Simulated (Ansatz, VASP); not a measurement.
# Two plane-wave programs on AlNi

File INCAR:

```
ALGO = Fast
EDIFF = 1E-7
ENCUT = 520
GGA = CA
ISIF = 2
ISMEAR = 0
ISPIN = 2
LASPH = T
LCHARG = T
LELF = T
LMAXMIX = 4
LORBIT = 11
LREAL = F
LVHAR = T
LWAVE = F
MAGMOM = 1 0
NELM = 100
PREC = Accurate
SIGMA = 0.1
```

Contents of KPOINTS:

```
k-points
0
Gamma
  9 9 9
```

The input POSCAR:

```
AlNi
1.0
    2.8810000000      0.0000000000      0.0000000000
    0.0000000000      2.8810000000      0.0000000000
    0.0000000000      0.0000000000      2.8810000000
Ni Al
1 1
Cartesian
    1.4405000000      1.4405000000      1.4405000000
    0.0000000000      0.0000000000      0.0000000000
```

File input.yaml:

```yaml
crystal:
  lattice:
    - [2.881, 0.0, 0.0]
    - [0.0, 2.881, 0.0]
    - [0.0, 0.0, 2.881]
  atoms:
    - { symbol: Ni, position: [0.5, 0.5, 0.5], spin: 1.0 }
    - { symbol: Al, position: [0.0, 0.0, 0.0] }
hamiltonian:
  xc: lda
  pseudopotentials: { kind: paw }
magnetization:
  spin_polarized: true
kpoints:
  mp_grid: { grid: [9, 9, 9] }
scf:
  occupations: { method: gaussian, width: 0.1 }
output:
  forces: true
  stress: true
  eigenvalues: true
  write_density: true
  write_potential: true
  elf: true
  volumetric_format: npy
```

Alike in both runs: task single point; functional LDA; k mesh 9 × 9 × 9; occupations gaussian, width 0.1 eV; collinear spin, ferromagnetic start.

|  | VASP | Ansatz |
| --- | --- | --- |
| version | VASP 6.6.1 | Ansatz 0.2.0 |
| potentials or method | VASP PAW LDA potentials, release 64 (Ni_pv, Al) | Ansatz PAW |
| plane-wave cutoff (eV) | 520 | 420 |
| valence electrons in the cell | 19 | 21 |

|  | VASP | Ansatz | Ansatz less VASP |
| --- | --- | --- | --- |
| gap on the k mesh at the Fermi level (eV) | none | none | - |
| pressure (GPa) | -9.4 | -8.6 | +0.82 |
| net moment per atom (μB) | 0.00 | 0.00 | 0.000 |

A gap of «none» marks a metal or a gap that the smearing closes. The two sets of potentials don't hold the same shells in valence.

Caveats: the PAW data sets come from PBE, with cores solved anew for the run's functional, which leaves a small shift of forces and pressure (Ansatz); the starting moments weren't kept (Ansatz).
